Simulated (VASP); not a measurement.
Runs of VASP 6.6.1 on NaF. It takes space group R3m (No. 160, trigonal). The conventional cell has a = 3.286 Å, b = 3.286 Å, c = 8.048 Å, α = 90.00°, β = 90.00°, γ = 120.00°. Na (site symmetry 3m) is surrounded by 6 F at 2.21 to 2.44 Å. Around F (site symmetry 3m) lie 6 Na at 2.21 to 2.44 Å. Measurements of this composition are mostly on another form, of space group No. 225.

```tsv
cell	gap on the mesh (eV)	pressure (GPa)	largest force (eV/Å)
all Na atoms moved -0.200 Å, as atom 1 along Cartesian [1 1 1]	(a)	0.5	0.43
all Na atoms moved +0.075 Å, as atom 1 along Cartesian [1 1 1]	6.12	-0.4	0.16
all Na atoms moved -0.100 Å, as atom 1 along Cartesian [1 1 1]	6.12	-0.3	0.22
all Na atoms moved +0.125 Å, as atom 1 along Cartesian [1 1 1]	6.12	-0.2	(b)
```

Alike in all rows: task single point; level PBEsol; potentials or basis VASP PAW PBE potentials, release 64 (Na_pv, F); no spin polarisation; k mesh 8 × 8 × 8; cutoff (eV) 520; smearing gaussian 0.05 eV.

Question: Estimate the missing entries.

Answer: (a) 6.11; (b) 0.27.

Caveats: the PAW data sets were made with another functional, which shifts forces and pressure a little.

